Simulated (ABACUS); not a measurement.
A run of ABACUS 3.10.1:

Contents of INPUT:

```
INPUT_PARAMETERS
suffix              Zr
calculation         scf
basis_type          lcao
pseudo_dir          ./
orbital_dir         ./
symmetry            1
dft_functional      pbe
ecutwfc             100
pseudo_rcut         10
nspin               1
nbands              22
ks_solver           genelpa
smearing_method     fd
smearing_sigma      0.00367493
scf_thr             1e-07
scf_nmax            100
mixing_type         broyden
mixing_beta         0.7
cal_force           1
cal_stress          1
out_mul             1
out_chg             1
```

The input STRU:

```
ATOMIC_SPECIES
Zr 91.2240 Zr.upf

NUMERICAL_ORBITAL
Zr_confined-atom_8au_3s2p2d1f.orb

LATTICE_CONSTANT
1.8897261246

LATTICE_VECTORS
3.2320000000 0.0000000000 0.0000000000
-1.6160000000 2.7989941050 0.0000000000
0.0000000000 0.0000000000 5.1470000000

ATOMIC_POSITIONS
Direct

Zr
0.0
2
0.6666666667 0.3333333333 0.7500000000 1 1 1
0.3333333333 0.6666666667 0.2500000000 1 1 1
```

Contents of KPT:

```
K_POINTS
0
Gamma
8 8 5 0 0 0
```

Potentials or basis: PseudoDojo NC SR 0.5 PBE stringent, DZP LCAO (the cutoffs set its grid).

Run with:

```bash
$ OMP_NUM_THREADS=1 mpirun -np 4 abacus > log
```

Hardware: 4 MPI ranks on AMD EPYC 9R45 (Zen 5) (shared host).

**Question.** Estimate the wall time of this run.

**Answer.** Run time: 3.5 s on 4 MPI ranks on AMD EPYC 9R45 (Zen 5) (shared host), peak memory 0.4 GiB a rank. Counts: scf iterations 7, k points 30, bands 22, basis 52, ranks 4.
